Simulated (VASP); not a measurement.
A run of VASP 6.6.1:

Contents of INCAR:

```
SYSTEM = Ca
PREC = Accurate
ENCUT = 520
EDIFF = 1E-6
ISMEAR = 0
SIGMA = 0.1
LREAL = .FALSE.
LASPH = .TRUE.
NELM = 100
ALGO = Fast
ISIF = 2
LWAVE = .FALSE.
LCHARG = .FALSE.
GGA = PE
NBANDS = 17
```

Contents of KPOINTS:

```
regular mesh
0
G
  12 12 8
  0 0 0
```

POSCAR

```
Ca
1.0
    1.9532374848     -3.3828903039      0.0000000000
    1.9532374848      3.3828903039      0.0000000000
    0.0000000000      0.0000000000      6.4202567664
Ca
2
Direct
    0.8334426672      0.1665573328      0.2500000000
    0.1665573328      0.8334426672      0.7500000000
```

Potentials or basis: VASP PAW PBE potentials, release 64 (Ca_sv).

Command:

```bash
$ cat potpaw_PBE.64/Ca_sv/POTCAR > POTCAR
$ mpirun -np 1 vasp_std > vasp.out
```

Hardware: 1 thread of Intel(R) Xeon(R) Platinum 8488C (Sapphire Rapids) (shared host).

**Question.** How long does it take, and how much memory?

**Answer.** Wall time 6.1 min on 1 thread of Intel(R) Xeon(R) Platinum 8488C (Sapphire Rapids), with other jobs on the host, peak memory 0.38 GiB. Counts: scf iterations 16, k points 215.
